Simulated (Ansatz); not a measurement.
# GaN (wurtzite): the cost of one run

Computed with Ansatz 0.2.0 (DFT PBEsol, scalar-relativistic, plane waves, PAW, unless a step's input says otherwise).

**1. The structure to begin with**

Symmetry: P6_3mc, No. 186, hexagonal system. Conventional cell: a = 3.190 Å, b = 3.190 Å, c = 5.190 Å, α = 90.00°, β = 90.00°, γ = 120.00°. Ga (site symmetry 3m) has 4 N at 1.95 to 1.96 Å as nearest neighbours. Around N (site symmetry 3m) lie 4 Ga at 1.95 to 1.96 Å.

Coordinates:

```
Ga N
1.0
     3.19000    0.00000    0.00000
    -1.59500    2.76262    0.00000
     0.00000    0.00000    5.19000
Ga N
2 2
Cartesian
  0.0000 1.8417 0.0000
  1.5950 0.9209 2.5950
  0.0000 1.8417 1.9566
  1.5950 0.9209 4.5516
```

**2. Cell and atoms relaxed at 0 GPa**

input.yaml reads:

```yaml
crystal:
  lattice:
    - [3.19, 0.0, 0.0]
    - [-1.595, 2.7626210381, 0.0]
    - [0.0, 0.0, 5.19]
  atoms:
    - { symbol: Ga, position: [0.3333333333, 0.6666666667, 0.0] }
    - { symbol: Ga, position: [0.6666666667, 0.3333333333, 0.5] }
    - { symbol: "N", position: [0.3333333333, 0.6666666667, 0.377] }
    - { symbol: "N", position: [0.6666666667, 0.3333333333, 0.877] }
scf:
  occupations: { method: fixed }
output:
  forces: true
  stress: true
  eigenvalues: true
  write_density: true
  write_potential: true
  elf: true
  volumetric_format: npy
hamiltonian:
  xc: pbesol
basis:
  ecutwfc: 520
kpoints:
  mp_grid: { grid: [9, 9, 6] }
relax:
  f_tol: 0.001
  max_steps: 60
  cell: { stress_tol: 0.01, p_target: 0 }
```

Command:

```bash
> ansatz run input.yaml --threads 1 --pin off --max-ram 4096MiB --backend cpu --events-out ev --progress --plain --runs-dir out
```

**Question.** How long does this run take on 1 thread of Arm Neoverse V2, shared host, and how much memory does it need?

About 40 s, with a peak of 0.37 GiB.
